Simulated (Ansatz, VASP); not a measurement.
Given: the input of a run of VASP 6.6.1 on TaS2.

The input INCAR:

```
PREC = Accurate
ENCUT = 520
EDIFF = 1E-7
ISMEAR = -1
SIGMA = 0.05
LREAL = F
LASPH = T
NELM = 60
ALGO = Normal
ISIF = 2
LWAVE = F
LCHARG = T
GGA = PE
LELF = T
LVHAR = T
NBANDS = 18
```

The input KPOINTS:

```
Automatic mesh
0
Gamma
  9 9 5
```

Contents of POSCAR:

```
TaS2
1.0
    3.3500000000      0.0000000000      0.0000000000
   -1.6750000000      2.9011851027      0.0000000000
    0.0000000000      0.0000000000      5.8600000000
Ta S
1 2
Direct
    0.0041220000      0.0003100000      0.0021190000
    0.6660240000      0.3321890000      0.7485360000
    0.3246580000      0.6644960000      0.2458150000
```

Potentials or basis: VASP PAW PBE potentials, release 64 (Ta_pv, S).

Run with:

```sh
$ cat potpaw_PBE.64/Ta_pv/POTCAR potpaw_PBE.64/S/POTCAR > POTCAR
$ mpirun -np 1 vasp_std > vasp.out
```

**Question.** Translate it to Ansatz 0.2.0. Potentials there: Ansatz PAW.

**Answer.** As run (the cutoff follows the program's own potentials):

Contents of input.yaml:

```yaml
crystal:
  lattice:
    - [3.35, 0.0, 0.0]
    - [-1.675, 2.9011851027, 0.0]
    - [0.0, 0.0, 5.86]
  atoms:
    - { symbol: Ta, position: [0.004122, 0.00031, 0.002119] }
    - { symbol: S, position: [0.666024, 0.332189, 0.748536] }
    - { symbol: S, position: [0.324658, 0.664496, 0.245815] }
hamiltonian:
  xc: pbe
  pseudopotentials: { kind: paw }
kpoints:
  mp_grid: { grid: [9, 9, 5] }
scf:
  occupations: { method: fermi_dirac, width: 0.05 }
output:
  forces: true
  stress: true
  eigenvalues: true
```

Potentials or basis: Ansatz PAW.

The run is started by

```bash
$ ansatz run input.yaml --threads 1 --pin off --max-ram 3584MiB --backend cpu --events-out ev --progress --plain --runs-dir out
```

Both were run:

|  | VASP | Ansatz | Ansatz less VASP |
| --- | --- | --- | --- |
| gap on the k mesh at the Fermi level (eV) | none | none | - |
| pressure (GPa) | 10.0 | 10.0 | 0.00 |
| largest component of the traceless stress (GPa) | 3.46 | 3.40 | -0.059 |
| rms of the force components (eV/Å) | 0.744 | 0.739 | -0.0050 |

Atom by atom the forces differ by 0.006 eV/Å (rms over components). A gap of «none» marks a metal or a gap that the smearing closes. With one functional, cell and mesh, what is left measures potentials, basis and numerics. The two sets of potentials don't hold the same shells in valence.

Spin-orbit coupling is left out, which matters for the levels of Ta.
